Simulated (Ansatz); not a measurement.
Runs of Ansatz 0.2.0 on NiO. The structure is cubic, space group Fm-3m (No. 225). Conventional cell: a = 4.172 Å, b = 4.172 Å, c = 4.172 Å, α = 90.00°, β = 90.00°, γ = 90.00°. Around Ni (site symmetry m-3m) lie 6 O at 2.09 Å. O (site symmetry m-3m) is surrounded by 6 Ni at 2.09 Å. 

| task | level | k mesh | cutoff (eV) | points for each segment of the path | q mesh | atoms under strain | gap on the mesh (eV) | pressure (GPa) | moment (μB) |
| --- | --- | --- | --- | --- | --- | --- | --- | --- | --- |
| band structure | r2SCAN | 11 × 11 × 11 | 500 | 14 | - | - | 0.82 | 2.7 | 2.00 |
| phonons | PBEsol | 10 × 10 × 10 | 420 | 8 | 2 × 2 × 2 | - | none | - | 1.40 |
| elastic constants | PBEsol | 10 × 10 × 10 | 420 | - | - | clamped | none | (b) | 1.40 |
| band structure | LDA | 11 × 11 × 11 | 420 | 14 | - | - | none | -19.8 | (a) |

Alike in all rows: potentials or basis Ansatz PAW; spin collinear, ferromagnetic start; cell as given; smearing fermi-dirac 0.05 eV.

Question: Fill in the values left out.

Answer: (a) 0.30; (b) -7.5.

Caveats: the PAW data sets come from PBE, with cores solved anew for the run's functional, which leaves a small shift of forces and pressure; a cell with one magnetic atom can't hold antiferromagnetic order, which such compounds often take (some runs); semilocal functionals often make such compounds metallic where correlation or magnetic order opens a gap, which also shifts bond lengths (some runs); the magnetic or orbital state may not be the lowest (some runs); the cell is more than 3 GPa from zero pressure, which shifts response properties (some runs); elastic constants of metals need much finer meshes, so these are rough (some runs).

A k mesh can miss the band edges.

A gap of «none» marks a metal or a gap under the smearing width.

Runs at the PBE level aren't shown here.
